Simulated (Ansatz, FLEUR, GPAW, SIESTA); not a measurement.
**Si: programs and potentials compared**

```
Si
1.0
     0.00000    2.72185    2.72185
     2.72185    0.00000    2.72185
     2.72185    2.72185    0.00000
Si
2
Direct
  0.50000 0.50000 0.50000
  0.75000 0.75000 0.75000
```

Alike in all runs: task equation of state; functional PBE; k mesh 8 × 8 × 8; occupations fermi-dirac, width 0.05 eV; no spin polarisation; no spin-orbit coupling.

```tsv
program and potentials	plane-wave cutoff (eV)	notes	equilibrium volume (Å³/atom)	bulk modulus (GPa)
Ansatz, Ansatz NC	490	-	20.46	88.3
Ansatz, JTH PAW	390	-	20.44	89.0
Ansatz, Ansatz PAW	420	-	20.46	88.9
Ansatz, PseudoDojo standard	490	-	20.45	88.4
GPAW, PAW data sets generated for this functional	600	-	?	?
SIESTA, files PseudoDojo sr-pbe-0.5-standard, DZP (energy shift 0.002 Ry)	-	atomic basis	20.75	86.4
SIESTA, files sg15-pbe-1.2, DZP (energy shift 0.002 Ry)	-	atomic basis	20.87	86.6
FLEUR, all-electron, FLAPW	-	-	20.46	88.7
```

Problem. Estimate from the other rows what the run with GPAW, PAW data sets generated for this functional gave.

Solution. Equilibrium volume 20.52 Å³/atom; bulk modulus 88.7 GPa. The other rows, which needn't bracket it: equilibrium volume 20.44 to 20.87; bulk modulus 86.4 to 89.0.
